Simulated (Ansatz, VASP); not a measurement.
# Sb: VASP beside Ansatz

```
Sb
1.0
     0.00000    2.37124    2.37124
     2.37124    0.00000    2.37124
     2.37124    2.37124    0.00000
Sb
1
Direct
  0.00000 0.00000 0.00000
```

This isn't the form of Sb at room conditions, which is rhombohedral.

Alike in both runs: task single point; functional PBE; k mesh 10 × 10 × 10; occupations gaussian, width 0.023 eV; no spin polarisation.

|  | VASP | Ansatz |
| --- | --- | --- |
| version | VASP 6.6.1 | Ansatz 0.2.0 |
| potentials or method | VASP PAW PBE potentials, release 64 (Sb) | Ansatz PAW |
| plane-wave cutoff (eV) | 520 | 420 |
| valence electrons in the cell | 5 | 15 |

Ansatz gave:

* gap on the k mesh at the Fermi level (eV): none
* pressure (GPa): 2.0

What did VASP give for the same quantities?

gap on the k mesh at the Fermi level (eV): none; pressure (GPa): 1.8.

A gap of «none» marks a metal or a gap that the smearing closes. The two sets of potentials don't hold the same shells in valence.

Spin-orbit coupling is left out, which matters for the levels of Sb.
